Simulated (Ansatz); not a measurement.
Phases of GaN at 170 GPa

Structure types of GaN are relaxed in primitive cells with their symmetry kept at 170 GPa, on PAW files; LAPW relaxes the small cells further and takes the PAW cell for the others (marked *). The enthalpy is E + pV at zero temperature, without zero-point motion. Only the types listed were tried, and differences under about 5 meV/atom are mesh noise. The real phase may be another.

Computed with Ansatz 0.2.0; functional PBE, scalar-relativistic. Settings: Fermi–Dirac smearing of 0.1 eV, no spin polarisation. Methods: LAPW: all electrons, basis error target 0.5 meV/atom; PAW: frozen-core files, cutoff 420 eV.

k meshes: rocksalt 17×17×17, CsCl 16×16×16, zincblende 17×17×17, wurtzite 13×13×7, NiAs 12×12×7.

Q: Order the types by LAPW enthalpy, lowest first.
A. CsCl
B. rocksalt
C. wurtzite
D. zincblende
E. NiAs

A: B (0 meV/atom), E (266 meV/atom), C (946 meV/atom), D (954 meV/atom), A (1235 meV/atom).

```
start type            ends as          a, b, c (Å)  V (Å³/atom)  H − H(lowest), LAPW (meV/atom)  same, PAW
  rocksalt    rocksalt, Fm-3m  3.785, 3.785, 3.785         6.78                             0.0        0.0
      CsCl        CsCl, Pm-3m  2.377, 2.377, 2.377         6.72                          1235.2     1231.2
zincblende  zincblende, F-43m  3.968, 3.968, 3.968         7.81                           954.2      960.9
 wurtzite*   wurtzite, P6_3mc  2.789, 2.789, 4.636         7.81                           946.2      952.8
     NiAs*     NiAs, P6_3/mmc  2.626, 2.626, 4.596         6.86                           266.4      266.5
```
